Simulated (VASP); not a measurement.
# InP (F-43m) in VASP: notebook

Runs on InP. Level: r2SCAN. Tasks: single point.

Program: VASP 6.6.1. These are calculated values, not measurements. Logs are shortened: lines on timing, memory, paths and dates and some standing lists are left out, and cuts for length are marked.

**What was measured.**

From a printed reference work, data compilation, for a bulk crystal of InP at 1.6 K: band gap 1.4236 eV (direct).

The results are compared with them further down.

## (1) The cell of the first run

Symmetry: F-43m, No. 216, cubic system. Conventional cell: a = 5.861 Å, b = 5.861 Å, c = 5.861 Å, α = 90.00°, β = 90.00°, γ = 90.00°. Within 3.3 Å of In (site symmetry -43m) lie 4 P at 2.54 Å. Within 3.3 Å of P (site symmetry -43m) lie 4 In at 2.54 Å.

## (2) Single point, r2SCAN

POSCAR

```
InP
1.0
    0.0000000000      2.9305000000      2.9305000000
    2.9305000000      0.0000000000      2.9305000000
    2.9305000000      2.9305000000      0.0000000000
In P
1 1
Direct
    0.0000000000      0.0000000000      0.0000000000
    0.2500000000      0.2500000000      0.2500000000
```

INCAR.step1

```
SYSTEM = InP
PREC = Accurate
ENCUT = 550
ISMEAR = -1
SIGMA = 0.02
LREAL = .FALSE.
LASPH = .TRUE.
NELM = 120
NBANDS = 16
GGA = PE
ALGO = Normal
EDIFF = 1E-5
LWAVE = .TRUE.
LCHARG = .FALSE.
GGA_COMPAT = .FALSE.
```

INCAR.step2

```
SYSTEM = InP
PREC = Accurate
ENCUT = 550
EDIFF = 1E-6
ISMEAR = -1
SIGMA = 0.02
LREAL = .FALSE.
LASPH = .TRUE.
NELM = 120
ALGO = Normal
ISIF = 2
LWAVE = .FALSE.
LCHARG = .FALSE.
METAGGA = R2SCAN
LMIXTAU = .TRUE.
NBANDS = 16
ISTART = 1
GGA_COMPAT = .FALSE.
```

KPOINTS

```
regular mesh
0
G
  6 6 6
  0 0 0
```

Potentials or basis: VASP PAW PBE potentials, release 64 (In_d, P).

On the command line:

```sh
$ cat potpaw_PBE.64/In_d/POTCAR potpaw_PBE.64/P/POTCAR > POTCAR
$ cp INCAR.step1 INCAR
$ mpirun -np 1 vasp_std > vasp.out
$ cp INCAR.step2 INCAR
$ mpirun -np 1 vasp_std > vasp.out
```

OUTCAR:

```text
SYSTEM = InP
   PREC = Accurate
   ENCUT = 550
   EDIFF = 1E-6
   ISMEAR = -1
   LREAL = .FALSE.
   LASPH = .TRUE.
   NELM = 120
   ISIF = 2
   METAGGA = R2SCAN
   ISTART = 1

 ion  position               nearest neighbor table
   1  0.000  0.000  0.000-   2 2.54   2 2.54   2 2.54   2 2.54
   2  0.250  0.250  0.250-   1 2.54   1 2.54   1 2.54   1 2.54

  LATTYP: Found a face centered cubic cell.
 ALAT       =     5.8610000000

  Lattice vectors:

 A1 = (   0.0000000000,   2.9305000000,   2.9305000000)
 A2 = (   2.9305000000,   0.0000000000,   2.9305000000)
 A3 = (   2.9305000000,   2.9305000000,   0.0000000000)

Analysis of symmetry for initial positions (statically):
=====================================================================
 Subroutine PRICEL returns:
 Original cell was already a primitive cell.

 Routine SETGRP: Setting up the symmetry group for a
 face centered cubic supercell.

 Subroutine GETGRP returns: Found 24 space group operations
 (whereof 24 operations were pure point group operations)
 out of a pool of 48 trial point group operations.

The static configuration has the point symmetry T_d .

Analysis of symmetry for dynamics (positions and initial velocities):
=====================================================================
 Subroutine PRICEL returns:
 Original cell was already a primitive cell.

 Routine SETGRP: Setting up the symmetry group for a
 face centered cubic supercell.

 Subroutine GETGRP returns: Found 24 space group operations
 (whereof 24 operations were pure point group operations)
 out of a pool of 48 trial point group operations.

The dynamic configuration has the point symmetry T_d .

 Subroutine INISYM returns: Found 24 space group operations
 (whereof 24 operations are pure point group operations),
 and found     1 'primitive' translations

----------------------------------------------------------------------------------------

                                     Primitive cell

  volume of cell :      50.3333

  direct lattice vectors                    reciprocal lattice vectors
     0.000000000  2.930500000  2.930500000    -0.170619348  0.170619348  0.170619348
     2.930500000  0.000000000  2.930500000     0.170619348 -0.170619348  0.170619348
     2.930500000  2.930500000  0.000000000     0.170619348  0.170619348 -0.170619348

  length of vectors
     4.144352845  4.144352845  4.144352845     0.295521380  0.295521380  0.295521380

  position of ions in fractional coordinates (direct lattice)
[... 62 lines left out ...]
   ISTART =      1    job   : 0-new  1-cont  2-samecut
   ICHARG =      0    charge: 1-file 2-atom 10-const
   ISPIN  =      1    spin polarized calculation?
   LNONCOLLINEAR =      F non collinear calculations
   LSORBIT =      F    spin-orbit coupling
   LASPH  =      T    aspherical Exc in radial PAW
   ENCUT  =  550.0 eV  40.42 Ry    6.36 a.u.   7.92  7.92  7.92*2*pi/ulx,y,z
   NELM   =    120;   NELMIN=  2; NELMDL=  0     # of ELM steps
   EDIFF  = 0.1E-05   stopping-criterion for ELM
   LREAL  =      F    real-space projection
[... 7 lines left out ...]
   TEBEG  =    0.0;   TEEND  =   0.0 temperature during run
   PSTRESS=    0.0 pullay stress
   NELECT =      18.0000    total number of electrons
   NUPDOWN=      -1.0000    fix difference up-down
   EMIN   =  10.00;   EMAX   =-10.00  energy-range for DOS
   EFERMI =   0.00;   METHOD = LEGACY
   ISMEAR =    -1;   SIGMA  =   0.02  broadening in eV -4-tet -1-fermi 0-gaus
   EFERMI_NEDOS =   21; number of points for ismear=-14 and -15
   IALGO  =     38    algorithm
   IMIX   =      4    mixing-type and parameters
     AMIX     =   0.40;   BMIX     =  1.00
     AMIX_MAG =   1.60;   BMIX_MAG =  1.00
  volume/ion in A,a.u.               =      25.17       169.83
  Fermi-wavevector in a.u.,A,eV,Ry     =   1.162021  2.195901 18.371846  1.350293
  Thomas-Fermi vector in A             =   2.298587
   LORBIT       =      0    0 simple, 1 ext, 2 COOP (PROOUT), +10 PAW based schemes
   METAGGA = R2SCAN    functional components
   LHFCALC =     F    Hartree Fock is set to
   AEXX    =    0.0000 exact exchange contribution
   IVDW    =     0    specifies the selected vdW correction
   LEPSILON=     F    determine dielectric tensor
   LRPA    =     F    only Hartree local field effects (RPA)
 non-spin polarized calculation
  energy-cutoff  :      550.00
  volume of cell :       50.33
 maximum number of plane-waves:      1488
   NGX = 15   NGY = 15   NGZ = 15

 number of electron      18.0000005 magnetization

 Free energy of the ion-electron system (eV)
  ---------------------------------------------------
  ext. energy  EPLUGINS =         0.00000000
  ---------------------------------------------------
  free energy    TOTEN  =       -32.28303603 eV

  energy without entropy =      -32.28303603  energy(sigma->0) =      -32.28303603

 E-fermi :   5.4453     XC(G=0):  -9.8800

 val. band max:        5.0168489311   @ k =   0.0000   0.0000   0.0000
 cond. band min:       6.1849254534   @ k =   0.0000   0.0000   0.0000
 fundamental gap:      1.1680765224
 Fermi energy:         5.4452664476

 k-point     1 :       0.0000    0.0000    0.0000
  band No.  band energies     occupation
      1      -9.6443      2.00000
      2      -9.6443      2.00000
      3      -9.6443      2.00000
      4      -9.4652      2.00000
      5      -9.4652      2.00000
      6      -6.9836      2.00000
[... 281 lines left out ...]
      3      -9.5371      2.00000
      4      -9.4971      2.00000
      5      -9.4415      2.00000
      6      -4.4364      2.00000
[... 8 lines left out ...]
     15      16.8970      0.00000
     16      17.6751      0.00000

------------------------ aborting loop because EDIFF is reached ----------------------------------------

  FORCE on cell =-STRESS in cart. coord.  units (eV):
  Direction    XX          YY          ZZ          XY          YZ          ZX
  --------------------------------------------------------------------------------------
  -------------------------------------------------------------------------------------
  Total        0.4994965      0.4994965      0.4994965     -0.0000000      0.0000000     -0.0000000
  in kB       15.8996604     15.8996604     15.8996604     -0.0000000      0.0000000     -0.0000000
  external PRESSURE =      15.8996604 kB  Pullay stress =       0.0000000 kB

 VOLUME and BASIS-vectors are now :
 -----------------------------------------------------------------------------
  energy-cutoff  :      550.00
  volume of cell :       50.33
      direct lattice vectors                 reciprocal lattice vectors
     0.000000000  2.930500000  2.930500000    -0.170619348  0.170619348  0.170619348
     2.930500000  0.000000000  2.930500000     0.170619348 -0.170619348  0.170619348
     2.930500000  2.930500000  0.000000000     0.170619348  0.170619348 -0.170619348

 POSITION                                       TOTAL-FORCE (eV/Angst)
 -----------------------------------------------------------------------------------
      0.00000      0.00000      0.00000         0.000000      0.000000      0.000000
      1.46525      1.46525      1.46525        -0.000000     -0.000000     -0.000000
 -----------------------------------------------------------------------------------
    total drift:                               -0.000000     -0.000000      0.000000

  FREE ENERGIE OF THE ION-ELECTRON SYSTEM (eV)
  ---------------------------------------------------
  free  energy   TOTEN  =       -32.2830360337 eV

  energy  without entropy=      -32.2830360337  energy(sigma->0) =      -32.28303603
```

Wall time 42 s (1 thread of AMD EPYC 7R13 (Zen 3), shared host); peak memory 0.15 GiB.

Results:

```yaml
Free_energy: -32.2830 eV
Pressure: 1.6 GPa
Band_gap_on_the_k_mesh: 1.17 eV, direct
```

Caveat: the PAW data sets were made with another functional, which shifts forces and pressure a little; spin-orbit coupling is left out, which moves the levels of the heavy elements.

(Part 1 of 2 ends here.)
